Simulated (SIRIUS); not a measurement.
Runs of SIRIUS 7.10.0 on Mo. Symmetry: Im-3m, No. 229, cubic system. The conventional cell has a = 3.168 Å, b = 3.168 Å, c = 3.168 Å, α = 90.00°, β = 90.00°, γ = 90.00°. Mo (site symmetry m-3m) has 8 Mo at 2.74 Å as nearest neighbours. 

```tsv
potentials or basis	cutoff (eV)	radial cutoff for the potentials' integrals	gap on the mesh (eV)	pressure (GPa)
in-house norm-conserving set, PBE (scalar relativistic)	1102	6.5 bohr	none	(a)
SPMS 1.0 PBE (norm-conserving)	1102	6.5 bohr	none	-1.6
PseudoDojo 0.4.1 PBE standard (scalar relativistic)	1102	6.5 bohr	none	-1.6
SSSP 1.3.0 PBE efficiency	828	-	none	-2.0
SG15 1.2 PBE (norm-conserving)	1102	6.5 bohr	none	-2.0
GBRV 1.5 PBE (ultrasoft)	557	-	none	-2.4
JTH 2.0 PBE (PAW)	557	-	none	-1.6
```

Alike in all rows: task single point; level PBE; no spin polarisation; cell as given; k mesh 12 × 12 × 12; smearing fermi-dirac 0.05 eV.

**Question.** Fill in the values left out.

**Answer.** (a) -1.8.

A k mesh can miss the band edges, and the runs leave out spin-orbit coupling on Mo.

A gap of «none» marks a metal or a gap under the smearing width.
